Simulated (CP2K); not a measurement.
# KTaO3 in CP2K: the effect of functional

The system is KTaO3.

```
Ta K O
1.0
     3.98830    0.00000    0.00000
     0.00000    3.98830    0.00000
     0.00000    0.00000    3.98830
Ta K O
1 1 3
Direct
  0.00000 0.00000 0.00000
  0.50000 0.50000 0.50000
  0.00000 0.00000 0.50000
  0.00000 0.50000 0.00000
  0.50000 0.00000 0.00000
```

Alike in all runs:

- Program: CP2K 2026.2
- Task: band structure
- Potentials or basis: POTENTIAL_UZH Ta GTH-PBE-q13, K GTH-PBE-q9, O GTH-PBE-q6; DZVP-MOLOPT-PBE-GTH basis
- Density cutoff: 11565 eV
- k mesh: 7 × 7 × 7
- Occupations: fermi-dirac, width 0.05 eV
- Spin: no spin polarisation

Q: One run gave: pressure -5.8 GPa. Which functional did it use?
A. BEEF-vdW
B. PBE
C. AM05
D. MS2
E. LDA

A: E.

```csv
functional,pressure (GPa)
PBE,2.4
LDA,-5.8
AM05,-1.5
BEEF-vdW,3.6
WC,-2.2
MS2,-1.6
```

Caveats: the basis of atomic orbitals isn't converged, which shifts pressures, moduli and gaps; the potentials were made for another functional, which shifts forces and pressure (some runs).
